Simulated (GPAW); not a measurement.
The system is Pb.

```
CELL_PARAMETERS angstrom
3.48000 0.00000 0.00000
-1.74000 3.01377 0.00000
0.00000 0.00000 5.59000
ATOMIC_POSITIONS crystal
Pb 0.66667 0.33333 0.75000
Pb 0.33333 0.66667 0.25000
```

This isn't the form of Pb at room conditions, which is fcc.

- Program: GPAW 26.7.0
- Task: relaxation of cell and atoms
- Functional: PBEsol
- Dispersion: D4
- Potentials or basis: PAW data sets generated in the run's folder for this functional
- Cutoff: 600 eV
- Basis: pw
- k mesh: 7 × 7 × 4
- Occupations: fermi-dirac, width 0.05 eV
- Spin: no spin polarisation

At the start: pressure -1.0 GPa; volume 29.31 Å³/atom.

Question: How do energy, volume and symmetry change on relaxing?

Answer: Over 5 steps the energy falls by 2.8 meV/atom and the volume is 28.79 Å³/atom (-1.8 %); space group P6_3/mmc (No. 194, to 0.05 Å).

Step by step:
```csv
step,energy change (eV),largest force (eV/Å),pressure (GPa),volume (Å³)
1,0.0000,0.0001,-0.95,58.63
2,-0.0016,0.0000,-0.77,58.41
3,-0.0052,0.0000,0.14,57.40
4,-0.0053,0.0000,0.10,57.45
5,-0.0055,0.0000,-0.03,57.58
```

Final structure:
```xyz
2
Lattice="3.4725 0.0000 0.0000 -1.7362 3.0072 0.0000 0.0000 0.0000 5.5138" Properties=species:S:1:pos:R:3 pbc="T T T"
Pb    1.7362    1.0024    4.1353
Pb    0.0000    2.0048    1.3784
```

Caveat: later steps reuse the first step's grids; pairwise dispersion overbinds metals, which lowers pressure and volume.
